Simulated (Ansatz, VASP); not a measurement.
**Ta2N in VASP and in Ansatz**

File INCAR:

```
SYSTEM = Ta2N
PREC = Accurate
ENCUT = 600
EDIFF = 1E-6
ISMEAR = 0
SIGMA = 0.1
LREAL = .False.
LASPH = .True.
NELM = 100
ALGO = Normal
ISIF = 3
LWAVE = .False.
LCHARG = .False.
GGA = PE
IBRION = 2
NSW = 100
EDIFFG = -0.01
```

The input KPOINTS:

```
Automatic mesh
0
Gamma
  18 18 10
  0 0 0
```

File POSCAR:

```
Ta2N
1.0
    3.1128614800      0.0000000000      0.0000000000
   -1.5564307400      2.6958171200      0.0000000000
    0.0000000000      0.0000000000      4.8698411000
Ta N
2 1
Direct
    0.6666666700      0.3333333300      0.7452890300
    0.3333333300      0.6666666700      0.2547109700
    0.0000000000      0.0000000000      0.0000000000
```

Input for Ansatz:

```yaml
crystal:
  lattice:
    - [3.11286148, 0.0, 0.0]
    - [-1.55643074, 2.69581712, 0.0]
    - [0.0, 0.0, 4.8698411]
  atoms:
    - { symbol: Ta, position: [0.66666667, 0.33333333, 0.74528903] }
    - { symbol: Ta, position: [0.33333333, 0.66666667, 0.25471097] }
    - { symbol: "N", position: [0.0, 0.0, 0.0] }
basis:
  ecutwfc: 420
kpoints:
  mp_grid: { grid: [18, 18, 10] }
hamiltonian:
  xc: pbe
scf:
  occupations: { method: gaussian, width: 0.1 }
output:
  forces: true
  stress: true
  eigenvalues: true
relax:
  adjacent_minimum: "off"
  f_tol: 0.01
  max_steps: 80
  cell: { stress_tol: 0.05 }
```

Alike in both runs: task relaxation of cell and atoms; functional PBE; k mesh 18 × 18 × 10; occupations gaussian, width 0.1 eV; no spin polarisation.

|  | VASP | Ansatz |
| --- | --- | --- |
| version | VASP 6.6.1 | Ansatz 0.2.0 |
| potentials or method | VASP PAW PBE potentials, release 64 (Ta_pv, N) | scalar-relativistic, plane waves, PAW |
| plane-wave cutoff (eV) | 600 | 420 |
| valence electrons in the cell | 27 | 31 |

Ansatz gave:

| Property | Result |
| --- | --- |
| gap on the k mesh at the Fermi level, each at its own relaxed structure (eV) | none |
| relaxed volume (Å³/atom) | 13.55 |
| relaxed cell length with the largest relative difference (Å) | 4.882 |

Estimate VASP's values.

gap on the k mesh at the Fermi level, each at its own relaxed structure (eV): none; relaxed volume (Å³/atom): 13.57; relaxed cell length with the largest relative difference (Å): 4.888.

A gap of «none» marks a metal or a gap that the smearing closes. The two sets of potentials don't hold the same shells in valence.

The runs have no spin-orbit coupling, so splittings on Ta are missing.
